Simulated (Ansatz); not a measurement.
**H started on an O site in rocksalt CaO, 64 atoms, charge −1**

These are results of Ansatz, DFT, PBEsol, PAW, plane waves, not measurements.

Command:

```sh
ansatz run in.yaml --threads 8 --pin off --max-ram 118750MiB --runs-dir r --events-out ev --progress --plain --backend cuda --devices 0, --max-vram 170GiB
```

The input less its lattice and atoms (starting moments on atoms near the defect: 2 μB in all):

```yaml
crystal:
  symmetry: { detect: false }
kpoints:
  mp_grid: { grid: [1, 1, 1], shift: [0.25, 0.25, 0.25] }
hamiltonian:
  xc: pbesol
total_charge: -1
magnetization:
  spin_polarized: true
scf:
  occupations: { method: fermi_dirac, width: 0.01 }
relax:
  f_tol: 0.03
  max_steps: 80
  escape_saddle: false
  adjacent_minimum: "off"
output:
  forces: true
  eigenvalues: true
  populations: true
  charged_corrections: { epsilon: 11.9 }
```

Start:

```xyz
64
Lattice="9.5352 0.0000 0.0000 0.0000 9.5352 0.0000 0.0000 0.0000 9.5352" Properties=species:S:1:pos:R:3 pbc="T T T"
O     2.3978    9.5303    9.5191
O     2.3638    0.0151    4.7714
O     2.3949    4.7623    9.5276
O     7.1295    0.0116    9.5073
O     7.1367    9.5094    4.7600
O     7.1659    4.7473    9.5050
O     7.1454    4.7817    4.7578
O     9.5186    2.4217    9.5008
O     0.0045    2.4280    4.7764
O     0.0092    7.1207    0.0229
O     9.5188    7.1535    4.7451
O     4.7938    2.4176    9.5219
O     4.7880    2.4003    4.7791
O     4.7878    7.1638    9.5265
O     4.7566    7.1448    4.8126
O     9.5159    0.0508    2.3827
O     0.0232    0.0098    7.1001
O     0.0136    4.8043    2.4053
O     9.5342    4.7992    7.1765
O     4.7499    0.0284    2.3656
O     4.7764    0.0090    7.1553
O     4.7636    4.7543    2.3798
O     4.7871    4.7608    7.1251
O     2.3836    2.3805    2.4156
O     2.3980    2.4226    7.1558
O     2.3615    7.1475    2.4215
O     2.3734    7.1793    7.1338
O     7.1571    2.3668    2.3491
O     7.1305    2.4058    7.1715
O     7.1629    7.1544    2.3595
O     7.1658    7.1581    7.1403
H     2.3686    4.7920    4.7887
Ca    9.5206    0.0200    9.5253
Ca    0.0109    0.0172    4.7512
Ca    9.5187    4.7380    9.5020
Ca    0.0145    4.7507    4.7523
Ca    4.7524    0.0299    0.0091
Ca    4.7429    9.5039    4.7646
Ca    4.7751    4.7127    0.0087
Ca    4.7627    4.7750    4.8008
Ca    2.3755    2.3583    0.0489
Ca    2.3738    2.4057    4.7849
Ca    2.3579    7.1318    0.0226
Ca    2.3841    7.1607    4.7291
Ca    7.1538    2.4025    0.0042
Ca    7.1778    2.3861    4.7693
Ca    7.1758    7.1289    0.0117
Ca    7.1523    7.1580    4.7766
Ca    2.3633    0.0068    2.3918
Ca    2.3400    9.5023    7.1050
Ca    2.3913    4.7597    2.3686
Ca    2.3515    4.7665    7.1294
Ca    7.1400    0.0179    2.3536
Ca    7.1683    9.5071    7.1513
Ca    7.1326    4.7726    2.3727
Ca    7.1154    4.7675    7.1337
Ca    0.0004    2.4117    2.3566
Ca    9.5208    2.3980    7.1310
Ca    9.5228    7.1546    2.3880
Ca    9.4966    7.1174    7.1303
Ca    4.7497    2.4024    2.3727
Ca    4.7838    2.3786    7.1654
Ca    4.7673    7.1883    2.3831
Ca    4.7751    7.1298    7.1428
```

Steps:

```
 step  energy less the first (eV)  largest force component (eV/Å)
start                       0.000                           1.280
    1                      -0.383                           0.999
    2                      -0.658                           0.072
    3                      -0.661                           0.019
```

A structure on the way, about -0.38 eV from the start:

```
O H Ca
1.0
     9.53520    0.00000    0.00000
     0.00000    9.53520    0.00000
     0.00000    0.00000    9.53520
O H Ca
31 1 32
Direct
  0.24988 0.00243 0.00166
  0.24930 0.99940 0.50092
  0.25016 0.50153 0.00213
  0.75142 0.00048 0.99957
  0.74967 0.99947 0.50010
  0.74997 0.49965 0.00037
  0.74941 0.50057 0.50039
  0.99964 0.25203 0.00092
  0.99750 0.25321 0.50303
  0.99930 0.75044 0.00037
  0.00091 0.74866 0.49852
  0.49980 0.25280 0.00058
  0.49661 0.25467 0.50045
  0.49952 0.74969 0.00017
  0.49916 0.75143 0.50027
  0.00060 0.00182 0.24928
  0.00020 0.00123 0.74864
  0.00073 0.50005 0.25117
  0.00354 0.50202 0.74919
  0.49971 0.99867 0.24836
  0.49979 0.00087 0.74846
  0.49814 0.49780 0.24916
  0.50235 0.50056 0.74614
  0.25085 0.25151 0.24639
  0.24979 0.25434 0.74402
  0.24948 0.74929 0.25382
  0.24868 0.75039 0.74878
  0.75115 0.25043 0.24770
  0.74983 0.25167 0.74870
  0.74924 0.75029 0.24756
  0.75145 0.75077 0.74821
  0.24976 0.49995 0.50063
  0.00047 0.00072 0.99974
  0.00009 0.99965 0.49962
  0.99904 0.49970 0.99743
  0.98459 0.49963 0.49705
  0.49956 0.99910 0.99749
  0.50042 0.00249 0.50078
  0.49857 0.49887 0.99870
  0.51397 0.50134 0.50018
  0.24912 0.25103 0.99475
  0.24787 0.23544 0.49634
  0.24834 0.75110 0.99944
  0.25002 0.76230 0.49951
  0.74944 0.25092 0.99840
  0.74642 0.24979 0.49865
  0.74852 0.74944 0.99999
  0.75162 0.75109 0.49871
  0.24975 0.00139 0.25160
  0.24777 0.99767 0.74985
  0.24909 0.50112 0.23711
  0.25107 0.50056 0.76751
  0.75072 0.00209 0.25013
  0.74807 0.99957 0.75046
  0.74850 0.50123 0.25199
  0.74956 0.49967 0.75018
  0.99997 0.25014 0.25166
  0.99956 0.25018 0.75171
  0.99814 0.74809 0.24974
  0.99926 0.74873 0.74819
  0.50069 0.24856 0.25210
  0.50045 0.24832 0.75008
  0.50046 0.74948 0.24704
  0.49850 0.75092 0.75041
```

End:

```xyz
64
Lattice="9.5352 0.0000 0.0000 0.0000 9.5352 0.0000 0.0000 0.0000 9.5352" Properties=species:S:1:pos:R:3 pbc="T T T"
O     2.3806    0.0044    9.5304
O     2.3801    0.0038    4.7636
O     2.3810    4.7726    9.5316
O     7.1485    0.0043    9.5303
O     7.1473    0.0044    4.7633
O     7.1483    4.7718    9.5302
O     7.1477    4.7714    4.7626
O     9.5350    2.3943    9.5313
O     0.0046    2.4000    4.7687
O     0.0001    7.1531    9.5316
O     0.0116    7.1387    4.7631
O     4.7579    2.3936    9.5296
O     4.7434    2.4084    4.7631
O     4.7581    7.1540    9.5302
O     4.7524    7.1480    4.7587
O     0.0026    0.0064    2.3834
O     0.0039    0.0052    7.1419
O     0.0074    4.7773    2.3899
O     0.0201    4.7727    7.1276
O     4.7620    0.0039    2.3820
O     4.7619    0.0036    7.1417
O     4.7487    4.7716    2.3951
O     4.7572    4.7676    7.1353
O     2.3862    2.3964    2.3919
O     2.3807    2.4079    7.1293
O     2.3805    7.1354    2.3996
O     2.3758    7.1453    7.1387
O     7.1487    2.3898    2.3854
O     7.1480    2.3910    7.1435
O     7.1474    7.1504    2.3838
O     7.1483    7.1507    7.1439
H     2.3784    4.7714    4.7664
Ca    9.5285    0.0040    9.5319
Ca    9.5167    0.0036    4.7636
Ca    9.5160    4.7703    9.5311
Ca    9.4394    4.7703    4.7625
Ca    4.7670    0.0032    9.5314
Ca    4.7799    0.0032    4.7648
Ca    4.7791    4.7713    9.5320
Ca    4.8553    4.7715    4.7659
Ca    2.3801    2.3725    9.5307
Ca    2.3796    2.2965    4.7623
Ca    2.3808    7.1709    9.5304
Ca    2.3824    7.2464    4.7639
Ca    7.1481    2.3843    9.5303
Ca    7.1487    2.3725    4.7628
Ca    7.1483    7.1593    9.5323
Ca    7.1482    7.1708    4.7628
Ca    2.3794    0.0049    2.3650
Ca    2.3796    0.0028    7.1621
Ca    2.3795    4.7711    2.2881
Ca    2.3811    4.7724    7.2403
Ca    7.1480    0.0053    2.3758
Ca    7.1477    0.0037    7.1515
Ca    7.1470    4.7714    2.3652
Ca    7.1461    4.7730    7.1629
Ca    0.0013    2.3931    2.3848
Ca    9.5315    2.3874    7.1467
Ca    9.5317    7.1547    2.3792
Ca    9.5312    7.1552    7.1475
Ca    4.7638    2.3876    2.3789
Ca    4.7643    2.3867    7.1477
Ca    4.7645    7.1561    2.3791
Ca    4.7592    7.1505    7.1420
```

Self-consistency was reached.

Time: 3.8 s of wall time on one NVIDIA GB200 with 8 processor threads, on a host shared with other runs; peak host memory 1.9 GiB.

(1) How much energy did the relaxation gain, and which atom moved most?

The moment started at 2 μB and ended at 2.0 μB; no other spin state is shown. The one k point has no symmetry partners, which can distort the end along one axis.

## Answers

(1) 0.66 eV in 3 steps, from a start with small random displacements; atom 52 (Ca) moved 0.11 Å, the median atom 0.03 Å (drift of the whole cell removed).
